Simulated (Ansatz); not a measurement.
**Tellurium (simple cubic) across density functionals**

All rows: Ansatz, plane waves with scalar-relativistic PAW, 420 eV (500 eV for the SCAN forms), relaxed under each functional, no dispersion correction, no zero-point motion. B₀ comes from uniform scaling at fixed shape; a dash is a value not given.

| functional | V (Å³/atom) | cell | B₀ (GPa) | magnetic state | ΔE to trigonal tellurium (meV/atom) |
| --- | --- | --- | --- | --- | --- |
| PBE | 32.83 | a = 3.202 Å | 51 | spin not included | 45 |
| r²SCAN | 32.43 | a = 3.189 Å | 55 | spin not included | 86 |
| PBEsol | 31.28 | a = 3.151 Å | 59 | spin not included | 24 |
| LDA | 30.74 | a = 3.133 Å | 62 | spin not included | 20 |
| revPBE | 33.45 | a = 3.222 Å | 47 | spin not included | 66 |
| RPBE | 33.71 | a = 3.230 Å | 46 | spin not included | 100 |
| BLYP | 35.76 | a = 3.295 Å | 39 | spin not included | 123 |

LDA gives the smallest volume and BLYP the largest.
